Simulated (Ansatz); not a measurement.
# VO2: two electronic states of one cell

Aim: solve VO2 (a structure type of another compound, with these elements put in) from each of its saved states, at one geometry and mesh, and see which is lowest and how they differ.

All numbers below are computed with Ansatz 0.2.0 (DFT, PBEsol, plane waves, PAW).

## Step 1: The cell

It takes space group P4_2/mnm (No. 136, tetragonal). The conventional cell has a = 4.580 Å, b = 4.580 Å, c = 2.954 Å, α = 90.00°, β = 90.00°, γ = 90.00°. Around O (site symmetry m2m) lie 3 V at 1.94 to 1.98 Å. V (site symmetry mmm) is surrounded by 6 O at 1.94 to 1.98 Å.

Its coordinates follow in the input file.

The states: A, V5 up, V6 up (collinear spin); B, V5 down, V6 up (collinear spin). Each run reads its own saved solution as saved_state.

## Step 2: State A: the run

input.yaml reads:

```yaml
crystal:
  lattice:
    - [4.580214, 0.0, 0.0]
    - [0.0, 4.580214, 0.0]
    - [0.0, 0.0, 2.953541]
  atoms:
    - { symbol: O, position: [0.3053, 0.3053, 0.0] }
    - { symbol: O, position: [0.1947, 0.8053, 0.5] }
    - { symbol: O, position: [0.6947, 0.6947, 0.0] }
    - { symbol: O, position: [0.8053, 0.1947, 0.5] }
    - { symbol: V, position: [0.0, 0.0, 0.0], spin: 2.0 }
    - { symbol: V, position: [0.5, 0.5, 0.5], spin: 2.0 }
kpoints:
  mp_grid: { grid: [5, 5, 8], shift: [0, 0, 0] }
  band_path:
    path:
      - [0.0, 0.0, 0.0]
      - [0.0, 0.5, 0.0]
      - [0.5, 0.5, 0.0]
      - [0.0, 0.0, 0.0]
      - [0.0, 0.0, 0.5]
      - [0.0, 0.5, 0.5]
      - [0.5, 0.5, 0.5]
      - [0.0, 0.0, 0.5]
      - [0.0, 0.5, 0.0]
      - [0.0, 0.5, 0.5]
      - [0.5, 0.5, 0.0]
    npoints: 6
magnetization:
  spin_polarized: true
scf:
  occupations: { method: fermi_dirac, width: 0.1098 }
  lower_state_search: "off"
  max_iter: 200
hamiltonian:
  pseudopotentials: { kind: paw }
  xc: pbesol
basis:
  ecutwfc: 420
  fft_grid_basis: typed
output:
  forces: true
  stress: true
  eigenvalues: true
  bader: true
  populations: true
  elf: true
  write_potential: true
  volumetric_format: npy
  dos:
    e_range: [-12, 8]
    de: 0.05
    projected: { site_lists: { O: [O], V: [V] } }
checkpoint:
  read: saved_state
```

## Step 4: Run from state B

input.yaml: that of step 2 with these lines changed.

```diff
@@ -10,3 +10,3 @@
     - { symbol: O, position: [0.8053, 0.1947, 0.5] }
-    - { symbol: V, position: [0.0, 0.0, 0.0], spin: 2.0 }
+    - { symbol: V, position: [0.0, 0.0, 0.0], spin: -2.0 }
     - { symbol: V, position: [0.5, 0.5, 0.5], spin: 2.0 }
@@ -14,16 +14,2 @@
   mp_grid: { grid: [5, 5, 8], shift: [0, 0, 0] }
-  band_path:
-    path:
-      - [0.0, 0.0, 0.0]
-      - [0.0, 0.5, 0.0]
-      - [0.5, 0.5, 0.0]
-      - [0.0, 0.0, 0.0]
-      - [0.0, 0.0, 0.5]
-      - [0.0, 0.5, 0.5]
-      - [0.5, 0.5, 0.5]
-      - [0.0, 0.0, 0.5]
-      - [0.0, 0.5, 0.0]
-      - [0.0, 0.5, 0.5]
-      - [0.5, 0.5, 0.0]
-    npoints: 6
 magnetization:
```

(Steps that only read results are left out.)

What does the calculation give? Wanted: for each run, free energy; largest site moment; size of the net moment; gap; pressure; largest force.

**Answer**, as computed:

| state | free energy (meV/atom) | largest site moment (μB) | size of the net moment (μB/cell) | gap (eV) | pressure (GPa) | largest force (eV/Å) | SCF cycles |
| --- | --- | --- | --- | --- | --- | --- | --- |
| A | 0.0 | 0.85 | 1.99 | half-metal | -15.0 | 0.14 | 9 |
| B | 24.9 | 0.50 | 0.00 | metal | -15.9 | 0.08 | 16 |

State A lies lowest, 24.9 meV per atom under state B. They differ in kind: A is a half-metal, B is a metal. At the same volume their pressures differ by 0.9 GPa. Every run converged, so convergence alone does not show that a state is the lowest.

Keep in mind: a 3d oxide or halide that comes out metallic without a U or exact exchange, which may be an insulator in nature.
